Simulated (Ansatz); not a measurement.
# CoO (Fm-3m) in Ansatz: further runs

The runs below take CoO through single point, with PBEsol.

Program: Ansatz 0.2.0. These are calculated values, not measurements. Logs are shortened: lines on timing, memory, paths and dates and some standing lists are left out, and cuts for length are marked.

## 1. The structure

It takes space group Fm-3m (No. 225, cubic). The conventional cell has a = 4.263 Å, b = 4.263 Å, c = 4.263 Å, α = 90.00°, β = 90.00°, γ = 90.00°. Around Co (site symmetry m-3m) lie 6 O at 2.13 Å. O (site symmetry m-3m) is surrounded by 6 Co at 2.13 Å.

## 2. Single point, PBEsol, collinear spin, ferromagnetic start, 9.10 Å³/atom (volume scaled by 0.94)

input.yaml

```yaml
crystal:
  lattice:
    - [0.0, 2.0879877907, 2.0879877907]
    - [2.0879877907, 0.0, 2.0879877907]
    - [2.0879877907, 2.0879877907, 0.0]
  atoms:
    - { symbol: Co, position: [0.0, 0.0, 0.0], spin: 2.0 }
    - { symbol: O, position: [0.5, 0.5, 0.5] }
kpoints:
  mp_grid: { grid: [11, 11, 11] }
scf:
  occupations: { method: fermi_dirac, width: 0.05 }
hamiltonian:
  xc: pbesol
  pseudopotentials: { kind: all_electron, lapw: { basis_error: 0.0005 } }
magnetization:
  spin_polarized: true
output:
  forces: true
  stress: true
  eigenvalues: true
```

Potentials or basis: all-electron LAPW, scalar-relativistic.

Launch:

```sh
$ ansatz run input.yaml --threads 2 --pin off --max-ram 6144MiB --backend cpu --events-out ev --progress --plain --runs-dir out
```

The log of the run:

```text
Warning: RAYON_NUM_THREADS=2 ignored (pool sized by the plan → 2); use --threads N
LAPW: plane waves up to 10.318 Å⁻¹, error target 5.0e-4 eV per atom; small_component_spin mean_spin; O in spheres of 0.948 Å, 8 of its electrons in bands, Dirac shells []; Co in spheres of 1.140 Å, 17 of its electrons in bands, Dirac shells [] (how accurate: hamiltonian.pseudopotentials.lapw.basis_error, Limitations)
Engine: ansatz 0.2.0, x86_64-unknown-linux-gnu
Pseudopotentials: kind: all_electron
Pseudopotential: Co, LAPW, valence charge 17, lapw/all_electron/scalar/gaussian/Co, Koelling and Harmon's equation, gaussian nucleus
Pseudopotential: O, LAPW, valence charge 8, lapw/all_electron/scalar/gaussian/O, Koelling and Harmon's equation, gaussian nucleus
Functional definition: PBEsol
  exchange = pbesol_x
  correlation = pbesol_c
Crystal: 2 atoms, lattice volume = 18.206 Å³
Basis set: ecut = 405.6494078147471 eV, 331 PW (Γ), exchange–correlation at level 2
Bands: 18, of which v1, the nominal top of the filled ones, is band 13 counted from 1 (12 counted from 0)
Symmetry: 48 space group operations
Space group: Fm-3m (ITA 225), of the structure as read, at distance tolerance 2.6e-5 Å
Magnetic group: BNS 225.116 (UNI 1618), of the structure as read, at distance tolerance 2.6e-5 Å
k-points: 56 of 1331
Non-local potential: Co, projectors of the file, none
Non-local potential: O, projectors of the file, none
Initial density: superposition of atomic densities (chi_scale 0.1, normalization cell, long waves kept (reshape's long-wave potential 0.00 eV rms))
Starting moments: Σ|m| = 2 μB on 1 of 2 sites
Initial wavefunctions: plane waves of lowest kinetic energy (no species holds an atomic orbital)
Functional: x = pbesol(κ = 0.804, μ = 0.12345679012345678), c = pbesol(β = 0.046)
iter 1 solved again at ethr=5.55e-3 eV; its pass at ethr=1.00e-1 eV (dr2=1.39e0 eV) is discarded
SCF iter   1: F=—  HF=-39925.448164 eV  |F-HF|=—  |Δ(HF+E_count)|=         —  Δρ=6.02e-2 (↑5.83e-2 ↓6.02e-2)  dr2=1.39e0  dr2_m=2.82e-1  M=3.000 μB ∫|m|=3.002 μB  β_m=0.30  ethr=5.55e-3  ⟨swp⟩=2.0  Hψ=13169  notcnv=0
Mixer restart at iter 1: flushing history
preconditioner: auto → none  [metal: Δε(μ)=0.012 eV  Ē_g=14.567 eV  σ=0.050 eV  W_gap=0.06  n_scr=8 (ndim 8)  ℏωp=33.7 eV  f_vac=0.000  D(μ)=3.82/eV (n_scr^D=64)  sad-step TF]
SCF iter   2: F=—  HF=-39924.741407 eV  |F-HF|=—  |Δ(HF+E_count)|=   7.07e-1  Δρ=3.28e-2 (↑3.28e-2 ↓2.68e-2)  dr2=2.85e-1  dr2_m=9.04e-2  M=2.882 μB ∫|m|=2.884 μB  β_m=0.44  ethr=5.55e-3  ⟨swp⟩=2.0  Hψ=6033  notcnv=0
SCF iter   3: F=—  HF=-39924.694762 eV  |F-HF|=—  |Δ(HF+E_count)|=         —  Δρ=1.49e-2 (↑1.49e-2 ↓1.14e-2)  dr2=8.22e-2  dr2_m=1.35e-2  M=2.860 μB ∫|m|=2.868 μB  β_m=0.44  ethr=1.14e-3  ⟨swp⟩=2.0  Hψ=6019  notcnv=0
Mixer restart at iter 3: flushing history
iter 4 solved again at ethr=2.06e-5 eV; its pass at ethr=3.29e-4 eV (dr2=5.14e-3 eV) is discarded
SCF iter   4: F=—  HF=-39924.693210 eV  |F-HF|=—  |Δ(HF+E_count)|=         —  Δρ=6.07e-3 (↑6.07e-3 ↓3.15e-3)  dr2=5.14e-3  dr2_m=2.44e-3  M=2.796 μB ∫|m|=2.805 μB  β_m=0.50  ethr=2.06e-5  ⟨swp⟩=2.0  Hψ=9985  notcnv=0
the basis was enlarged: its passes take 3.1 MiB over the memory plan, 2 of 2 planned eigensolver slots
SCF iter   5: F=—  HF=-39924.703508 eV  |F-HF|=—  |Δ(HF+E_count)|=   1.03e-2  Δρ=4.63e-3 (↑4.63e-3 ↓3.54e-3)  dr2=7.73e-3  dr2_m=1.33e-3  M=2.829 μB ∫|m|=2.840 μB  β_m=0.58  ethr=2.05e-5  ⟨swp⟩=2.7  Hψ=5928  notcnv=0
SCF iter   6: F=—  HF=-39924.705286 eV  |F-HF|=—  |Δ(HF+E_count)|=   1.78e-3  Δρ=5.30e-4 (↑2.84e-4 ↓5.30e-4)  dr2=2.73e-5  dr2_m=2.17e-5  M=2.808 μB ∫|m|=2.821 μB  β_m=0.66  ethr=2.05e-5  ⟨swp⟩=2.0  Hψ=5533  notcnv=0
SCF iter   7: F=—  HF=-39924.705374 eV  |F-HF|=—  |Δ(HF+E_count)|=   8.77e-5  Δρ=1.71e-4 (↑8.46e-5 ↓1.71e-4)  dr2=6.14e-6  dr2_m=1.39e-6  M=2.809 μB ∫|m|=2.823 μB  β_m=0.65  ethr=1.09e-7  ⟨swp⟩=2.9  Hψ=5846  notcnv=0
SCF iter   8: F=—  HF=-39924.705376 eV  |F-HF|=—  |Δ(HF+E_count)|=   1.95e-6  Δρ=5.97e-5 (↑4.18e-5 ↓5.97e-5)  dr2=5.37e-7  dr2_m=3.18e-7  M=2.810 μB ∫|m|=2.824 μB  β_m=0.67  ethr=2.46e-8  ⟨swp⟩=2.6  Hψ=5701  notcnv=0
SCF iter   9: F=—  HF=-39924.705377 eV  |F-HF|=—  |Δ(HF+E_count)|=   9.91e-7  Δρ=3.85e-5 (↑1.85e-5 ↓3.85e-5)  dr2=1.94e-7  dr2_m=1.02e-7  M=2.810 μB ∫|m|=2.824 μB  β_m=0.83  ethr=2.15e-9  ⟨swp⟩=2.0  Hψ=5504  notcnv=0
SCF iter  10: F=—  HF=-39924.705377 eV  |F-HF|=—  |Δ(HF+E_count)|=   3.75e-7  Δρ=4.41e-6 (↑2.64e-6 ↓4.41e-6)  dr2=2.12e-9  dr2_m=1.71e-9  M=2.810 μB ∫|m|=2.824 μB  β_m=0.92  ethr=7.77e-10  ⟨swp⟩=2.7  Hψ=5647  notcnv=0
SCF iter  11: F=-39924.705377 eV  HF=-39924.705377 eV  |F-HF|=4.00e-10  |Δ(HF+E_count)|=   2.35e-9  Δρ=7.91e-7 (↑2.44e-7 ↓7.91e-7)  dr2=1.75e-10  dr2_m=2.04e-11  M=2.810 μB ∫|m|=2.824 μB  ethr=8.49e-12  ⟨swp⟩=3.0  Hψ=5833  notcnv=0
SCF 1 converged in 11 iterations: F = -39924.705377 eV  dr2 = 1.75e-10
SCF converged after 11 iterations
Magnetization: 2.8103 μB (13.9051 up, 11.0949 down)
Absolute magnetization: 2.8241 μB (∫|ρ↑−ρ↓|)
Spin contamination: 0.0094 ħ² per cell (⟨S²⟩ above its minimum at these occupations)
Per-site moments (μB) at R_I (Å): [(2.483411512617881, 1.1404758652012181), (0.3052124817845523, 0.9475118943853393)]
Free energy (F): -39924.705377 eV
Harris-Foulkes:  -39924.705377 eV  (|F-HF|=4.00e-10)
Internal energy: -39924.673728 eV  (E = F + TS)
E sigma→0 (E₀):  -39924.689553 eV
Entropy (-TS):   -0.031650 eV (-15.825 meV/atom)
Fermi energy:    15.281519 eV
--- Per-component energies (eV) ---
  E_band       = -1256.030620
  E_kinetic    = 40479.377198
  E_xc         = -1817.062597
  E_electrostatic = -78586.988329  (all electrons and nuclei)
  E_smearing   = -0.031650  (= −TS)
  E_closure    = 0.000000  (closes the sum)
  E_atoms      = -39909.458948  (free atoms, spherical and without spin; not in F)
  Σ components = -39924.705377   (vs F -39924.705377, Δ=0.00e0)
  Basis errors (estimates in eV, not in F): energy 1.8e-4 per atom: plane waves 1.6e-4 (8.6e-5 summed), levels above the bands 1.9e-140, relativity 2.6e-8, radial functions 2.7e-5, core shells 1.4e-8; eigenvalues (radial functions only) 9.2e-7; not estimated: angular momenta, meshes, grids; target (lapw.basis_error) 5.0e-4; muffin-tin radii O 0.948 Å, Co 1.140 Å
--- Forces (eV/Å), atoms counted from 1 ---
  atom   1  Co    -0.00000000     0.00000000    -0.00000000
  atom   2  O      0.00000000    -0.00000000    -0.00000000
  max |Σ_I F_I| component: 5.00e-30 eV/Å
--- Stress (GPa, compression-positive) ---
       -0.614642       0.000000       0.000000
        0.000000      -0.614642       0.000000
        0.000000       0.000000      -0.614642
  P = ⅓ Tr σ = -0.6146 GPa (-6.146 kbar)
--- Band table (eV; the first three rows and the last of 112) ---
  k-point 0 ↑: bands = ["-490.0159", "-81.2812", "-44.6771", "-44.6771", "-44.6771", "-5.5618", "11.7420", "11.7420", "11.7420", "11.9677", "11.9677", "12.0827", "12.0827", "12.0827", "16.3842", "31.9067", "33.5519", "33.5519"]
  k-point 1 ↑: bands = ["-490.0159", "-81.2808", "-44.6812", "-44.6777", "-44.6777", "-5.4646", "10.8782", "10.9453", "10.9453", "12.1324", "12.1324", "12.4068", "12.8180", "12.8180", "16.9617", "30.4255", "33.2974", "33.2974"]
  k-point 2 ↑: bands = ["-490.0159", "-81.2797", "-44.6919", "-44.6791", "-44.6791", "-5.1928", "9.5201", "10.1451", "10.1451", "12.3075", "12.3075", "12.6624", "13.7274", "13.7274", "18.1666", "28.3042", "32.2475", "32.2475"]
  k-point 55 ↓: bands = ["-489.7394", "-78.3541", "-41.8648", "-41.8620", "-41.8463", "-3.4514", "8.9270", "8.9921", "9.8544", "14.6657", "14.9631", "15.4437", "16.1253", "16.8555", "24.5349", "25.7048", "25.8057", "29.3168"]
```

Wall time 17 s (2 threads of AMD EPYC 7R13 (Zen 3), shared host); peak memory 0.49 GiB.

What came out:

| Property | Result |
| --- | --- |
| Free energy | -39924.7054 eV |
| Pressure | -0.6 GPa |
| Band gap on the k mesh | none (metal or under the smearing width) |
| Net moment | 2.81 μB per cell |
| Absolute moment | 2.82 μB per cell |
| Site moments | Co +2.48; O +0.31 μB |

Caveat: a cell with one magnetic atom can't hold antiferromagnetic order, which such compounds often take; semilocal functionals often make such compounds metallic where correlation or magnetic order opens a gap, which also shifts bond lengths.

## 3. Single point, PBEsol, collinear spin, ferromagnetic start, 9.30 Å³/atom (volume scaled by 0.96)

Changes to input.yaml since step 2:

```diff
@@ -2,5 +2,5 @@
   lattice:
-    - [0.0, 2.0879877907, 2.0879877907]
-    - [2.0879877907, 0.0, 2.0879877907]
-    - [2.0879877907, 2.0879877907, 0.0]
+    - [0.0, 2.1026924146, 2.1026924146]
+    - [2.1026924146, 0.0, 2.1026924146]
+    - [2.1026924146, 2.1026924146, 0.0]
   atoms:
```

Potentials or basis: all-electron LAPW, scalar-relativistic.

Launch:

```sh
$ ansatz run input.yaml --threads 2 --pin off --max-ram 6144MiB --backend cpu --events-out ev --progress --plain --runs-dir out
```

It took 15 s on 2 threads of AMD EPYC 7R13 (Zen 3), shared host; peak memory 0.5 GiB.

It converged, with:

- Free energy: -39924.6993 eV
- Pressure: -4.4 GPa
- Band gap on the k mesh: none (metal or under the smearing width)
- Net moment: 2.86 μB per cell
- Absolute moment: 2.88 μB per cell
- Site moments: Co +2.53; O +0.32 μB

Caveat: a cell with one magnetic atom can't hold antiferromagnetic order, which such compounds often take; semilocal functionals often make such compounds metallic where correlation or magnetic order opens a gap, which also shifts bond lengths.

## 4. Single point, PBEsol, collinear spin, ferromagnetic start, 9.49 Å³/atom (volume scaled by 0.98)

Changes to input.yaml since step 3:

```diff
@@ -2,5 +2,5 @@
   lattice:
-    - [0.0, 2.1026924146, 2.1026924146]
-    - [2.1026924146, 0.0, 2.1026924146]
-    - [2.1026924146, 2.1026924146, 0.0]
+    - [0.0, 2.1171941998, 2.1171941998]
+    - [2.1171941998, 0.0, 2.1171941998]
+    - [2.1171941998, 2.1171941998, 0.0]
   atoms:
```

Launch:

```sh
$ ansatz run input.yaml --threads 2 --pin off --max-ram 6144MiB --backend cpu --events-out ev --progress --plain --runs-dir out
```

Wall time 12 s (2 threads of AMD EPYC 7R13 (Zen 3), shared host); peak memory 0.49 GiB.

Results (log left out):

```
Free energy            : -39924.6845 eV
Pressure               : -7.7 GPa
Band gap on the k mesh : none (metal or under the smearing width)
Net moment             : 2.92 μB per cell
Absolute moment        : 2.93 μB per cell
Site moments           : Co +2.57; O +0.33 μB
```

Caveat: a cell with one magnetic atom can't hold antiferromagnetic order, which such compounds often take; semilocal functionals often make such compounds metallic where correlation or magnetic order opens a gap, which also shifts bond lengths.

## 5. Single point, PBEsol, collinear spin, ferromagnetic start, 9.68 Å³/atom

Changes to input.yaml since step 4:

```diff
@@ -2,5 +2,5 @@
   lattice:
-    - [0.0, 2.1171941998, 2.1171941998]
-    - [2.1171941998, 0.0, 2.1171941998]
-    - [2.1171941998, 2.1171941998, 0.0]
+    - [0.0, 2.1315, 2.1315]
+    - [2.1315, 0.0, 2.1315]
+    - [2.1315, 2.1315, 0.0]
   atoms:
```

Launch:

```sh
$ ansatz run input.yaml --threads 2 --pin off --max-ram 6144MiB --backend cpu --events-out ev --progress --plain --runs-dir out
```

It took 16 s on 2 threads of AMD EPYC 7R13 (Zen 3), shared host; peak memory 0.49 GiB.

It converged, with:

```
Free energy            : -39924.6620 eV
Pressure               : -10.8 GPa
Band gap on the k mesh : none (metal or under the smearing width)
Net moment             : 2.96 μB per cell
Absolute moment        : 2.97 μB per cell
Site moments           : Co +2.60; O +0.34 μB
```

Caveat: a cell with one magnetic atom can't hold antiferromagnetic order, which such compounds often take; semilocal functionals often make such compounds metallic where correlation or magnetic order opens a gap, which also shifts bond lengths.

## 6. Single point, PBEsol, collinear spin, ferromagnetic start, 9.88 Å³/atom (volume scaled by 1.02)

Changes to input.yaml since step 5:

```diff
@@ -2,5 +2,5 @@
   lattice:
-    - [0.0, 2.1315, 2.1315]
-    - [2.1315, 0.0, 2.1315]
-    - [2.1315, 2.1315, 0.0]
+    - [0.0, 2.1456163054, 2.1456163054]
+    - [2.1456163054, 0.0, 2.1456163054]
+    - [2.1456163054, 2.1456163054, 0.0]
   atoms:
```

Potentials or basis: all-electron LAPW, scalar-relativistic.

Launch:

```sh
$ ansatz run input.yaml --threads 2 --pin off --max-ram 6144MiB --backend cpu --events-out ev --progress --plain --runs-dir out
```

Wall time 16 s (2 threads of AMD EPYC 7R13 (Zen 3), shared host); peak memory 0.49 GiB.

It converged, with:

* Free energy: -39924.6322 eV
* Pressure: -13.8 GPa
* Band gap on the k mesh: none (metal or under the smearing width)
* Net moment: 2.98 μB per cell
* Absolute moment: 3.00 μB per cell
* Site moments: Co +2.62; O +0.34 μB

Caveat: a cell with one magnetic atom can't hold antiferromagnetic order, which such compounds often take; semilocal functionals often make such compounds metallic where correlation or magnetic order opens a gap, which also shifts bond lengths.

## 7. Single point, PBEsol, collinear spin, ferromagnetic start, 10.07 Å³/atom (volume scaled by 1.04)

Changes to input.yaml since step 6:

```diff
@@ -2,5 +2,5 @@
   lattice:
-    - [0.0, 2.1456163054, 2.1456163054]
-    - [2.1456163054, 0.0, 2.1456163054]
-    - [2.1456163054, 2.1456163054, 0.0]
+    - [0.0, 2.1595492692, 2.1595492692]
+    - [2.1595492692, 0.0, 2.1595492692]
+    - [2.1595492692, 2.1595492692, 0.0]
   atoms:
```

Launch:

```sh
$ ansatz run input.yaml --threads 2 --pin off --max-ram 6144MiB --backend cpu --events-out ev --progress --plain --runs-dir out
```

Run time: 12 s. Hardware: 2 threads of AMD EPYC 7R13 (Zen 3), shared host; peak memory 0.49 GiB.

It converged, with:

- Free energy: -39924.5957 eV
- Pressure: -16.4 GPa
- Band gap on the k mesh: none (metal or under the smearing width)
- Net moment: 2.99 μB per cell
- Absolute moment: 3.01 μB per cell
- Site moments: Co +2.63; O +0.35 μB

Caveat: a cell with one magnetic atom can't hold antiferromagnetic order, which such compounds often take; semilocal functionals often make such compounds metallic where correlation or magnetic order opens a gap, which also shifts bond lengths.

## 8. Single point, PBEsol, collinear spin, ferromagnetic start, 10.27 Å³/atom (volume scaled by 1.06)

Changes to input.yaml since step 7:

```diff
@@ -2,5 +2,5 @@
   lattice:
-    - [0.0, 2.1595492692, 2.1595492692]
-    - [2.1595492692, 0.0, 2.1595492692]
-    - [2.1595492692, 2.1595492692, 0.0]
+    - [0.0, 2.173304731, 2.173304731]
+    - [2.173304731, 0.0, 2.173304731]
+    - [2.173304731, 2.173304731, 0.0]
   atoms:
```

Launch:

```sh
$ ansatz run input.yaml --threads 2 --pin off --max-ram 6144MiB --backend cpu --events-out ev --progress --plain --runs-dir out
```

It took 11 s on 2 threads of AMD EPYC 7R13 (Zen 3), shared host; peak memory 0.49 GiB.

The run converged. Its results:

| Quantity | Value |
| --- | --- |
| Free energy | -39924.5529 eV |
| Pressure | -18.9 GPa |
| Band gap on the k mesh | none (metal or under the smearing width) |
| Net moment | 3.00 μB per cell |
| Absolute moment | 3.01 μB per cell |
| Site moments | Co +2.63; O +0.35 μB |

Caveat: a cell with one magnetic atom can't hold antiferromagnetic order, which such compounds often take; semilocal functionals often make such compounds metallic where correlation or magnetic order opens a gap, which also shifts bond lengths.

## 9. The reference run

An earlier run on the cell as given: functional PBEsol; potentials or basis all-electron LAPW, scalar-relativistic; cutoff 360 eV (chosen from the basis error); basis error allowed 0.001 eV/atom; k mesh 11 × 11 × 11; occupations fermi-dirac, width 0.05 eV; collinear spin, ferromagnetic start; starting moments [2.0, 0.0] μB.

* Pressure: -10.8 GPa
* Band gap on the k mesh: none (metal or under the smearing width)
* Net moment: 2.96 μB per cell
* Absolute moment: 2.97 μB per cell
* Site moments: Co +2.60; O +0.34 μB
* Loewdin charges: Co +1.11; O -0.98 e
